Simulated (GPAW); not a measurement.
The system is I.

```
I
1.0
     0.00000    2.36560    3.90984
     2.19225    0.00000    3.90984
     2.19225    2.36560    0.00000
I
1
Direct
  0.00000 0.00000 0.00000
```

| Property | Result |
| --- | --- |
| Program | GPAW 26.7.0 |
| Task | relaxation of cell and atoms |
| Functional | M06-L |
| Potentials or basis | GPAW PAW data sets (gpaw-data 1.2.1) |
| Cutoff | 600 eV |
| Basis | pw |
| k mesh | 7 × 7 × 7 |
| Occupations | fermi-dirac, width 0.05 eV |
| Spin | no spin polarisation |

At the start: pressure 2.0 GPa; volume 40.55 Å³/atom.

Problem. How do energy, volume and symmetry change on relaxing?

Solution. Over 13 steps the energy falls by 65.0 meV/atom and the volume is 40.07 Å³/atom (-1.2 %); space group I4/mmm (No. 139, to 0.05 Å).

The path:
```
step  energy change (eV)  largest force (eV/Å)  pressure (GPa)  volume (Å³)
   1              0.0000                0.0000            2.04        40.55
   2             -0.0278                0.0000            0.83        41.46
   3             -0.0484                0.0000           -0.58        42.52
   4             -0.0524                0.0000           -0.82        42.47
   5             -0.0578                0.0000           -0.86        41.79
   6             -0.0608                0.0000           -0.53        40.86
   7             -0.0624                0.0000           -0.10        40.14
   8             -0.0629                0.0000            0.07        39.98
   9             -0.0632                0.0000            0.11        39.96
  10             -0.0639                0.0000            0.19        39.92
  11             -0.0646                0.0000            0.18        39.94
  12             -0.0649                0.0000            0.09        40.01
  13             -0.0650                0.0000            0.02        40.07
```

Final structure:
```
I
1.0
     0.00000    2.36586    3.56931
     2.37253    0.00000    3.56931
     2.37253    2.36586    0.00000
I
1
Direct
  0.00000 0.00000 0.00000
```

Caveat: later steps reuse the first step's grids; the PAW data sets were made with another functional, which shifts forces and pressure a little; an odd number of electrons without spin polarisation forces a metal; a magnetic or distorted state may lie lower.
